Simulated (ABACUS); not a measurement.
# Si2Ni under changes of volume

One of the cells (13.166 Å³/atom); the others are scaled copies at fixed shape and fractional positions:

```
Ni Si
1.0
     0.00000    2.70300    2.70300
     2.70300    0.00000    2.70300
     2.70300    2.70300    0.00000
Ni Si
1 2
Direct
  0.00000 0.00000 0.00000
  0.75000 0.75000 0.75000
  0.25000 0.25000 0.25000
```

| Item | Value |
| --- | --- |
| Program | ABACUS 3.10.1 |
| Functional | PBE |
| Potentials or basis | PseudoDojo NC SR 0.4.1 PBE standard |
| Cutoff | 1333 eV |
| Density cutoff | 5333 eV |
| Basis | plane waves |
| k mesh | 9 × 9 × 9 |
| Occupations | fermi-dirac, width 0.05 eV |
| Spin | collinear spin, ferromagnetic start |
| Starting moments | [1.0, 0.0, 0.0] μB |

| volume (Å³/atom) | energy over the lowest point (meV/atom) | pressure (GPa) |
| --- | --- | --- |
| 12.376 | 49.46 | 14.9 |
| 12.639 | 28.27 | 10.9 |
| 12.902 | 13.30 | 7.2 |
| 13.166 | 4.04 | 3.9 |
| 13.429 | 0.00 | 0.8 |
| 13.692 | ? | ? |
| 13.956 | 5.90 | -4.4 |

Task: What does the run at 13.692 Å³/atom give?

Result: Energy over the lowest point 0.76 meV/atom; pressure -1.9 GPa.

Worked out: A Birch-Murnaghan fit of order 3 (a polynomial in V^(-2/3)) to the other rows has its minimum at 13.52 Å³/atom with B0 = V·E''(V) = 145 GPa and B' = 3.5. It gives 0.76 meV/atom at 13.692 Å³/atom, against the run's 0.76, and -dE/dV = -1.8 GPa, against -1.9.

Energies are extrapolated to zero smearing.
